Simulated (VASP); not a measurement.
# Ti3Al: equation of state with PBEsol

Ti3Al:

```
CELL_PARAMETERS angstrom
2.92754 0.00000 0.00000
-1.46377 2.53533 0.00000
0.00000 0.00000 9.22636
ATOMIC_POSITIONS crystal
Ti 0.33333 0.66667 0.24941
Ti 0.33333 0.66667 0.75059
Ti 0.66667 0.33333 0.00000
Al 0.66667 0.33333 0.50000
```

The cell comes from a database or a generator and needn't be the stable form of this composition.

| Quantity | Value |
| --- | --- |
| Program | VASP 6.6.1 |
| Task | equation of state |
| Functional | PBEsol |
| Potentials or basis | VASP PAW PBE potentials, release 64 (Ti_sv, Al) |
| Cutoff | 520 eV |
| k mesh | 10 × 10 × 3 |
| Occupations | fermi-dirac, width 0.05 eV |
| Spin | no spin polarisation |

```json
{"Equilibrium volume": "16.58 Å³/atom", "Bulk modulus at fixed shape and positions": "116 GPa", "Pressure derivative of the bulk modulus": "3.7"}
```

Energy against volume, from the lowest point:
```csv
volume (Å³/atom),energy (meV/atom)
16.093,4.99
16.435,0.00
16.778,0.36
17.120,5.57
17.463,15.19
17.805,28.80
18.147,46.03
```

All runs of the series together: 4.3 min on 1 thread of Intel(R) Xeon(R) 6975P-C (Granite Rapids) (shared host).

Caveat: the cell was scaled at fixed shape and fractional positions, which overstates the stiffness of a crystal with free parameters, most of all of layers and chains; the PAW data sets were made with another functional, which shifts forces and pressure a little.
